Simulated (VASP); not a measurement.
# MgTe: G0W0 quasiparticle levels with PBE

MgTe:

```
CELL_PARAMETERS angstrom
0.00000 3.23200 3.23200
3.23200 0.00000 3.23200
3.23200 3.23200 0.00000
ATOMIC_POSITIONS crystal
Te 0.25000 0.25000 0.25000
Mg 0.00000 0.00000 0.00000
```

The cell comes from a database or a generator and needn't be the stable form of this composition.

```json
{
 "Program": "VASP 6.6.1",
 "Task": "G0W0 quasiparticle levels",
 "Functional": "PBE",
 "Potentials or basis": "VASP PAW PBE potentials, release 64 (Te_GW, Mg_GW)",
 "Cutoff": "450 eV",
 "k mesh": "4 × 4 × 4",
 "Occupations": "gaussian, width 0.01 eV",
 "Spin": "no spin polarisation",
 "GW scheme": "G0W0",
 "GW iterations": "1",
 "Cutoff of the response function": "80",
 "Frequency points": "50",
 "Empty bands": "109",
 "Further INCAR settings": "ALGO = EVGW0; EDIFF = 1e-08; NBANDS = 113"
}
```

The band gap on the k mesh, mean-field level is 2.40 eV, direct. The quasiparticle gap is 3.62 eV. The least direct quasiparticle gap is 3.62 eV.

Levels at points of the mesh, in eV from the valence-band top:
```tsv
k point	band 2	band 3	band 4	band 5	band 6	band 7
(0.00, 0.00, 0.00)	0.00	0.00	0.00	2.40	5.45	5.45
(0.50, 0.00, 0.00)	-3.22	-0.42	-0.42	3.20	5.51	5.51
(0.50, 0.50, 0.00)	-3.05	-1.18	-1.18	2.84	3.52	9.59
```

It took 100 s on 1 thread of Intel(R) Xeon(R) Platinum 8488C (Sapphire Rapids) (shared host), peak memory 0.62 GiB.

Caveat: the k mesh is coarse (spacing up to 0.42 Å⁻¹), so the values aren't converged; bands, screening cutoff and mesh are small and nothing is extrapolated, so the quasiparticle values aren't converged; spin-orbit coupling is left out, which moves the levels of the heavy elements. A k mesh can miss the band edges.
